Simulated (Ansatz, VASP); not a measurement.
# One calculation of Al, two programs

```
Al
1.0
     0.00000    2.07102    2.15067
     2.07102    0.00000    2.15067
     2.07102    2.07102    0.00000
Al
1
Direct
  0.00000 0.00000 0.00000
```

Change from the starting cell: strain +0.040 along x and y, +0.080 along z, atoms carried along.

Alike in both runs: task single point; functional PBE; dispersion D3(BJ); k mesh 26 × 26 × 26; occupations gaussian, width 0.15 eV; no spin polarisation.

```csv
,VASP,Ansatz
version,VASP 6.6.1,Ansatz 0.2.0
potentials or method,"VASP PAW PBE potentials, release 64 (Al)","scalar-relativistic, plane waves, PAW"
plane-wave cutoff (eV),520,420
valence electrons in the cell,3,3
```

```tsv
	VASP	Ansatz	Ansatz less VASP
gap on the k mesh at the Fermi level (eV)	none	none	-
pressure (GPa)	-9.3	-9.3	+0.02
largest component of the traceless stress (GPa)	1.04	1.04	+0.006
```

A gap of «none» marks a metal or a gap that the smearing closes.

Caveats: pairwise dispersion overbinds metals, which lowers pressure and volume.
